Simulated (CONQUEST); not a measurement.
# ZnSe (Stilleite) (F-43m) in CONQUEST: further runs, part 2 of 2

CONQUEST 1.3.

**6. Single point, PBE**

File Conquest_input:

```
IO.Title ZnSe
IO.Coordinates coords.dat
IO.FractionalAtomicCoords T
IO.Iprint 2
IO.Iprint_init 1
General.NumberOfSpecies 2
General.PseudopotentialType hamann
AtomMove.TypeOfRun static
AtomMove.FullStress T
Grid.GridCutoff 120
DM.SolutionMethod diagon
Diag.MPMesh T
Diag.GammaCentred T
Diag.MPMeshX 7
Diag.MPMeshY 7
Diag.MPMeshZ 5
Diag.kT 0.00183747
minE.SCTolerance 1e-6
SC.MaxIters 100
IO.AtomChargeOutput T
%block ChemicalSpeciesLabel
1 78.960 Se
2 65.390 Zn
%endblock
```

File coords.dat:

```
    7.5732633803     0.0000000000     0.0000000000
    0.0000000000     7.5732633803     0.0000000000
    0.0000000000     0.0000000000    10.7102117839
4
  0.0000000000   0.5000000000   0.2500000000 1 T T T
  0.5000000000   0.0000000000   0.7500000000 1 T T T
  0.0000000000   0.0000000000   0.0000000000 2 T T T
  0.5000000000   0.5000000000   0.5000000000 2 T T T
```

Potentials or basis: PseudoDojo NC PBE, SZ, grid cutoff 120 Ha.

Started as:

```console
$ Conquest
```

The program printed:

```text
Simulation cell dimensions:     7.5733 a0 x     7.5733 a0 x    10.7102 a0

      Atomic coordinates (a0)
         Atom         X         Y         Z  Species
            1    0.0000    3.7866    2.6776        1
            2    3.7866    0.0000    8.0327        1
            3    0.0000    0.0000    0.0000        2
            4    3.7866    3.7866    5.3551        2

         Monkhorst-Pack mesh:   7 x   7 x   5 gamma-centred
        This calculation includes non-local pseudopotentials,
         with a maximum core radius of      6.36632333

    Job title: ZnSe
    Job to be run: static calculation

[... 5 lines left out ...]
      Using Fermi-Dirac smearing

    Integration grid size:     40 x   40 x   60

    Integration grid spacing:  0.189 a0 x 0.189 a0 x 0.179 a0

    Number of species:  2
    --------------------------------------------------------
    |   #  mass (au)  Charge (e)  SF Rad (a0)  NSF  Label  |
    --------------------------------------------------------
    |   1     78.960      16.000        6.627    9  Se     |
    |   2     65.390      20.000        6.627   10  Zn     |
    --------------------------------------------------------
          SCF tolerance:                 0.00000100
          SCF iterations:               100

    The functional used will be GGA PBE96

           radial cut-off to be used is taken to be max PAO cut-off radius for this species:    6.366323

           greatest ang. mom. for making density from PAOs:  2

           radial cut-off to be used is taken to be max PAO cut-off radius for this species:    6.252882

           greatest ang. mom. for making density from PAOs:  2
    Minimum blocs/proc is     1500. Maximum blocs/proc is     1500
    set_atom_dens: In set_atomic_density, electrons :      72.000000000000
 matrix_size & matrix_size_padH =           38          38

    Screened ion int: energy:    -545.161706006287 Ha

    new_SC_potl: Starting.  Tolerance:  0.10000E-05

    PulayMixSC: Starting Pulay mixing, A_up =  0.500 A_dn =  0.500
    PulayMixSC: Spin non-polarised calculation.
          Harris-Foulkes Energy            :      -660.482938330493880 Ha
          (TS=0 as O(N) or entropic contribution is negligible)
          DFT Total Energy                 :      -660.353285609949353 Ha
          Total number of electrons        :        71.999999999999673
    PulayMixSC: Pulay iteration     1 residual:              0.19428E-02
          Harris-Foulkes Energy            :      -660.397578750809316 Ha
          (TS=0 as O(N) or entropic contribution is negligible)
          DFT Total Energy                 :      -660.384960884862267 Ha
          Total number of electrons        :        72.000012849721500
    PulayMixSC: Pulay iteration     2 residual:              0.63492E-03
          Harris-Foulkes Energy            :      -660.388302296316169 Ha
          GroundState Energy (E-(1/2)TS)   :      -660.388302412019129 Ha
          Free Energy (E-TS)               :      -660.388302527722090 Ha
          DFT Total Energy                 :      -660.388287548446783 Ha
          Total number of electrons        :        72.000021641676398
    PulayMixSC: Pulay iteration     3 residual:              0.43292E-04
          Harris-Foulkes Energy            :      -660.388288701343185 Ha
          GroundState Energy (E-(1/2)TS)   :      -660.388288817769649 Ha
          Free Energy (E-TS)               :      -660.388288934196112 Ha
          DFT Total Energy                 :      -660.388287930358956 Ha
          Total number of electrons        :        72.000023263448426
    PulayMixSC: Pulay iteration     4 residual:              0.43258E-05
          Harris-Foulkes Energy            :      -660.388288094756945 Ha
          GroundState Energy (E-(1/2)TS)   :      -660.388288208772451 Ha
          Free Energy (E-TS)               :      -660.388288322787844 Ha
          DFT Total Energy                 :      -660.388288094190330 Ha
          Total number of electrons        :        72.000023368364452
    PulayMixSC: Pulay iteration     5 residual:              0.23307E-06
    PulayMixSC: Reached SCF tolerance of  0.23307E-06 after      5 iterations
      | Number of electrons      =        72.000023
      |* band energy as 2Tr[K.H] =      -106.316997514628383 Ha
      |  screened ion-ion energy =      -545.161706006286636 Ha
      |  Ha correction           =        -0.309829475453893 Ha
      |  XC correction           =        -8.599741668709342 Ha
      | GS Energy as E-(1/2)TS   =      -660.388288208772451 Ha
      | Free Energy as E-TS      =      -660.388288322787844 Ha
      |* Harris-Foulkes energy   =      -660.388288094756945 Ha
      |* DFT total energy        =      -660.388288094190330 Ha
      |  estimated accuracy      =        -0.000000000566615 Ha

    force: Forces on atoms (Ha/a0)
    force:  Atom   X              Y              Z
    force:     1   0.0000000000  -0.0000000000  -0.0000000000
    force:     2  -0.0000000000   0.0000000000   0.0000000000
    force:     3  -0.0000000000  -0.0000000000   0.0000000000
    force:     4  -0.0000000000  -0.0000000000   0.0000000000

    force: Maximum force :        0.00000000(Ha/a0) on atom         4 in z direction
    force: Force Residual:        0.00000000 Ha/a0
    force: Total stress:        -11.99320087     0.00000000     0.00000000 GPa
                             0.00000000   -11.99320087     0.00000000
                             0.00000000     0.00000000   -11.80240877
    force: Average pressure:     11.92960350 GPa

    force: Finished force
    get_E_and_F: Change in energy during last step of electronic optimisation:  0.60659E-06

    BIBLIOGRAPHY: Please consider citing the following references in the conquest.bib file

    CONQUEST:         Bowler2002pt, Miyazaki2004, Nakata2020
    Basis:            Bowler2019
    DM:               Bowler:2006xr
    Pseudopotentials: Hamann2013, Bowler2019
    XC functional:    Perdew1996
```

It took 11 s on 1 thread of Intel Xeon 6975P-C (Granite Rapids), shared host; peak memory 0.31 GiB.

Results:

```
Free energy            : -17970.0808 eV
Pressure               : 11.9 GPa
Band gap on the k mesh : 0.78 eV
Mulliken charges       : Se -0.95; Zn +0.95 e
```

Caveat: the atomic basis is small; Mulliken charges move with the basis; an odd mesh through Γ misses points on the zone boundary, where band edges often lie; the basis of atomic orbitals isn't converged, which shifts pressures, moduli and gaps; the real-space grid breaks the cell's symmetry a little. A hybrid or GW would open this gap; PBE tends to underestimate it.

**7. The reference run**

An earlier run on the cell as given: functional PBE; potentials or basis PseudoDojo NC PBE, DZP, grid cutoff 120 Ha; k mesh 7 × 7 × 5; occupations fermi-dirac, width 0.05 eV; no spin polarisation.

- Pressure: 4.3 GPa
- Band gap on the k mesh: 1.49 eV
- Mulliken charges: Se -0.11; Zn +0.11 e

**8. Summary**

| potentials or basis | k mesh | gap on the mesh (eV) | pressure (GPa) |
| --- | --- | --- | --- |
| PseudoDojo NC PBE, SZP, grid cutoff 120 Ha | 8 × 8 × 6 | 1.67 | 5.4 |
| PseudoDojo NC PBE, DZP, grid cutoff 120 Ha | 7 × 7 × 5 | 1.49 | 4.3 |
| PseudoDojo NC PBE, DZ, grid cutoff 120 Ha | 7 × 7 × 5 | 1.16 | 6.3 |
| PseudoDojo NC PBE, SZP, grid cutoff 120 Ha | 7 × 7 × 5 | 1.67 | 5.4 |
| PseudoDojo NC PBE, SZ, grid cutoff 120 Ha | 7 × 7 × 5 | 0.78 | 11.9 |

Alike in all rows: task single point; level PBE; no spin polarisation; cell as given; smearing fermi-dirac 0.05 eV.

Caveats: the basis of atomic orbitals isn't converged, which shifts pressures, moduli and gaps; the real-space grid breaks the cell's symmetry a little; the atomic basis is small (some runs); an odd mesh through Γ misses points on the zone boundary, where band edges often lie (some runs); the box holds several primitive cells, so bands are folded and the points are those of the box's own zone (some runs).

Absolute energies hang on the potentials; compare differences alone.

**9. How close it comes**

Step 2. Against the measured gap of ZnSe, 2.695 eV (an exciton energy, a little under the gap; 300 K; “Alloy Disordering Effects on the Thermal Conductivity and Energy Gap Temperature Dependence of Cd1−xZnxSe Ternary Crystals Grown by the Bridgman Method”, 2023, pmc:10253836), the calculated 1.67 eV is off by -1.02 eV. Spin-orbit coupling on Se is left out. The value is that of PBE in an atomic basis (PseudoDojo NC PBE, SZP, grid cutoff 120 Ha), whose error adds to the functional's, on a finite k mesh, which can miss the band edges, without temperature or zero-point motion. Semilocal functionals fall short of measured gaps as a rule.

Step 3. The gap isn't set beside the deposited one, since this odd mesh misses points on the zone boundary.

Step 5. The gap isn't set beside the deposited one, since this odd mesh misses points on the zone boundary.
